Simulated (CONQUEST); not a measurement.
## Ir in CONQUEST: convergence with smearing width

The system is Ir.

```xyz
2
Lattice="2.7091 0.0000 0.0000 0.0000 2.7091 0.0000 0.0000 0.0000 3.8312" Properties=species:S:1:pos:R:3 pbc="T T T"
Ir    0.0135    0.0191   -0.0018
Ir    1.3374    1.3528    1.9435
```

The cell isn't the ideal one: atoms moved at random.

| Quantity | Value |
| --- | --- |
| Program | CONQUEST 1.3 |
| Task | convergence study |
| Functional | PBE |
| Potentials or basis | PseudoDojo NC PBE, DZP, grid cutoff 120 Ha |
| k mesh | 7 × 7 × 5 |
| Occupations | fermi-dirac, width 0.4 eV |
| Spin | no spin polarisation |

These are the settings of the first run; the series varies smearing width, with any setting tied to it.

Hardware: 1 thread of AMD EPYC 7R43 64-Core Processor (Zen 3), with other jobs on the host.

Task: The values tried are 0.4 eV, 0.3 eV, 0.2 eV, 0.1 eV, 0.05 eV, 0.025 eV, 0.01 eV, 0.005 eV, loosest first. From which on does the largest force stay within 0.005 eV/Å of the tightest run that finished?

Result: From 0.01 eV on.

| smearing width | energy less the tightest run, at zero smearing (meV/atom) | pressure (GPa) | largest force (eV/Å) | SCF cycles | CPU time (s) | peak memory (GiB) |
| --- | --- | --- | --- | --- | --- | --- |
| 0.4 eV | 5.62 | 23.48 | 0.661 | 7 | 55 | 0.52 |
| 0.3 eV | 5.11 | 21.34 | 0.676 | 7 | 54 | 0.52 |
| 0.2 eV | 3.19 | 19.76 | 0.700 | 7 | 54 | 0.53 |
| 0.1 eV | 0.76 | 18.82 | 0.733 | 7 | 55 | 0.53 |
| 0.05 eV | 0.30 | 18.63 | 0.744 | 7 | 54 | 0.52 |
| 0.025 eV | 0.13 | 18.57 | 0.752 | 7 | 54 | 0.53 |
| 0.01 eV | -0.01 | 18.55 | 0.762 | 7 | 53 | 0.52 |
| 0.005 eV | 0.00 | 18.55 | 0.763 | 7 | 54 | 0.53 |

Against the tightest run, the energy stays within 1 meV/atom from 0.1 eV on; the pressure stays within 0.1 GPa from 0.05 eV on. Narrower smearing needs a denser k mesh, so at a fixed mesh the narrowest width isn't the most accurate. The tightest run that finished is the yardstick and may itself not be fully converged.

Caveat, for the tightest run too: the basis of atomic orbitals isn't converged, which shifts pressures, moduli and gaps. Spin-orbit coupling is left out, which matters for the levels of Ir.
